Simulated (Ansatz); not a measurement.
Si2Mo: equation of state with PBE+D3(BJ)

The system is Si2Mo.

```xyz
3
Lattice="-1.6000 1.6000 3.9305 1.6000 -1.6000 3.9305 1.6000 1.6000 -3.9305" Properties=species:S:1:pos:R:3 pbc="T T T"
Mo    0.0000    0.0000    0.0000
Si    0.0000    0.0000    5.2433
Si    0.0000    0.0000    2.6177
```

| Quantity | Value |
| --- | --- |
| Program | Ansatz 0.2.0 |
| Task | equation of state |
| Functional | PBE |
| Dispersion | D3(BJ) |
| Potentials or basis | Ansatz PAW |
| Cutoff | 420 eV |
| Density cutoff | 1680 eV |
| k mesh | 12 × 12 × 12 |
| Occupations | fermi-dirac, width 0.05 eV |
| Spin | no spin polarisation |

The equilibrium volume is 13.11 Å³/atom, the bulk modulus at fixed shape and positions is 225 GPa and the pressure derivative of the bulk modulus is 4.5.

Energy against volume, from the lowest point:
| volume (Å³/atom) | energy (meV/atom) |
| --- | --- |
| 12.611 | 14.46 |
| 12.879 | 2.97 |
| 13.148 | 0.00 |
| 13.416 | 4.65 |
| 13.684 | 16.12 |
| 13.953 | 33.69 |
| 14.221 | 56.71 |

All runs of the series together: 11 s on 2 threads of Intel(R) Xeon(R) 6975P-C (Granite Rapids), on a shared host.

Caveat: the cell was scaled at fixed shape and fractional positions, which overstates the stiffness of a crystal with free parameters, most of all of layers and chains.
